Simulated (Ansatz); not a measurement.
# P: the cost of one run

Computed with Ansatz 0.2.0 (DFT PBE, scalar-relativistic, plane waves, PAW, unless a step's input says otherwise).

## Step 1: The system as given

Symmetry: P4_122, No. 91, tetragonal system. Conventional cell: a = 4.198 Å, b = 4.198 Å, c = 3.241 Å, α = 90.00°, β = 90.00°, γ = 90.00°. Around P (site symmetry 2) lie 4 P at 2.11 to 2.17 Å.

Coordinates:

```
P
1.0
     4.19820    0.00000    0.00000
     0.00000    4.19820    0.00000
     0.00000    0.00000    3.24117
P
4
Direct
  0.33849 0.00000 0.75000
  0.66151 0.00000 0.25000
  0.00000 0.33849 0.00000
  0.00000 0.66151 0.50000
```

The cell is invented: 4-connected net of one element (P4_122, No. 91). Lengths come from tabulated atomic sizes and are only a guess.

## Step 2: A first look at the guess

input.yaml reads:

```yaml
crystal:
  lattice:
    - [4.19820228, 0.0, 0.0]
    - [0.0, 4.19820228, 0.0]
    - [0.0, 0.0, 3.24116845]
  atoms:
    - { symbol: P, position: [0.33848652, 0.0, 0.75] }
    - { symbol: P, position: [0.66151348, 0.0, 0.25] }
    - { symbol: P, position: [0.0, 0.33848652, 0.0] }
    - { symbol: P, position: [0.0, 0.66151348, 0.5] }
basis:
  ecutwfc: 420
kpoints:
  mp_grid: { grid: [4, 4, 6] }
hamiltonian:
  xc: pbe
scf:
  occupations: { method: gaussian, width: 0.1 }
  lower_state_search: "off"
output:
  forces: true
  stress: true
  eigenvalues: true
```

Run with:

```bash
$ ansatz run input.yaml --threads 1 --pin off --max-ram 2560MiB --backend cpu --events-out ev --progress --plain --runs-dir out
```

**Question.** How long does this run take on 1 thread of Intel Xeon 6975P-C (Granite Rapids), shared host, and how much memory does it need?

About 1 s, with a peak of 0.35 GiB.
